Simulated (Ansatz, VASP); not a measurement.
**Two plane-wave programs on AlNi3**

```
Al Ni
1.0
     0.00000    2.81960    2.81960
     2.81960    0.00000    2.81960
     2.81960    2.81960    0.00000
Al Ni
1 3
Direct
  0.50000 0.50000 0.50000
  0.25000 0.25000 0.25000
  0.00000 0.00000 0.00000
  0.75000 0.75000 0.75000
```

Alike in both runs: functional r2SCAN; k mesh 1 × 1 × 1; occupations gaussian, width 0.1 eV; no spin polarisation.

Ansatz relaxed the structure, and its values are those at the end. VASP's run is a single point on that final structure, the one shown.

```csv
,VASP,Ansatz
version,VASP 6.6.1,Ansatz 0.2.0
potentials or method,"VASP PAW PBE potentials, release 64 (Al, Ni)","scalar-relativistic, plane waves, PAW"
plane-wave cutoff (eV),520,500
valence electrons in the cell,33,57
```

|  | VASP | Ansatz | Ansatz less VASP |
| --- | --- | --- | --- |
| pressure (GPa) | 0.3 | 0.0 | -0.24 |

The two sets of potentials don't hold the same shells in valence.

Caveats: the k mesh is coarse (spacing up to 1.93 Å⁻¹), so the values aren't converged; the PAW data sets were made with another functional, which shifts forces and pressure a little (VASP). Spin polarisation is off, so any magnetic state and its effect on volume and gap are missing.
